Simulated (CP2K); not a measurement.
Runs of CP2K 2026.2 on MoS2. Symmetry: P-3m1, No. 164, trigonal system. Conventional cell: a = 3.227 Å, b = 3.227 Å, c = 6.312 Å, α = 90.00°, β = 90.00°, γ = 120.00°. Mo (site symmetry -3m) has 6 S at 2.42 Å as nearest neighbours. S (site symmetry 3m) is surrounded by 3 Mo at 2.42 Å. Measurements of this composition are mostly on another form, of space group No. 194.

```tsv
level	potentials or basis	smearing	NGRIDS	points a segment of the path (NPOINTS)	bands added on the path	CUTOFF of the grids	gap on the mesh (eV)	pressure (GPa)	largest force (eV/Å)
PBE	POTENTIAL_UZH Mo GTH-PBE-q14, S GTH-PBE-q6; TZVP-MOLOPT-PBE-GTH basis	fermi-dirac 0.1 eV	5	8	2	450 Ry	none	2.4	0.44
PBEsol	POTENTIAL_UZH Mo GTH-PBE-q14, S GTH-PBE-q6; TZVP-MOLOPT-PBE-GTH basis	fermi-dirac 0.0259 eV	5	6	6	450 Ry	none	-1.6	0.27
r2SCAN	POTENTIAL_UZH Mo GTH-SCAN-q14, S GTH-SCAN-q6; TZVP-MOLOPT-SCAN-GTH basis	fermi-dirac 0.05 eV	5	10	6	675 Ry	none	1.1	0.24
PBE	POTENTIAL_UZH Mo GTH-PBE-q14, S GTH-PBE-q6; TZVP-MOLOPT-PBE-GTH basis	fermi-dirac 0.01 eV	4	8	4	450 Ry	none	(b)	0.45
TB-mBJ	POTENTIAL_UZH Mo GTH-PBE-q14, S GTH-PBE-q6; TZVP-MOLOPT-PBE-GTH basis	fermi-dirac 0.0259 eV	4	8	6	675 Ry	none	-	-
LDA	GTH_POTENTIALS Mo GTH-PADE-q14, S GTH-PADE-q6; TZVP-MOLOPT-PBE-GTH basis	fermi-dirac 0.01 eV	4	8	6	450 Ry	none	(a)	(c)
```

Alike in all rows: task band structure; no spin polarisation; cell as given; k mesh 9 × 9 × 4.

Task: Estimate the missing entries.

Result: (a) -5.2; (b) 2.2; (c) 0.11.

Caveats: the basis of atomic orbitals isn't converged, which shifts pressures, moduli and gaps; this functional lacks dispersion, which binds the layers, so the pressure and a relaxed spacing across them are unreliable (some runs); the potentials were made for another functional, which shifts forces and pressure (some runs); this is a model potential without an energy functional, so only levels have meaning (some runs).

A k mesh can miss the band edges, and the runs leave out spin-orbit coupling on Mo.

A gap of «none» marks a metal or a gap under the smearing width.
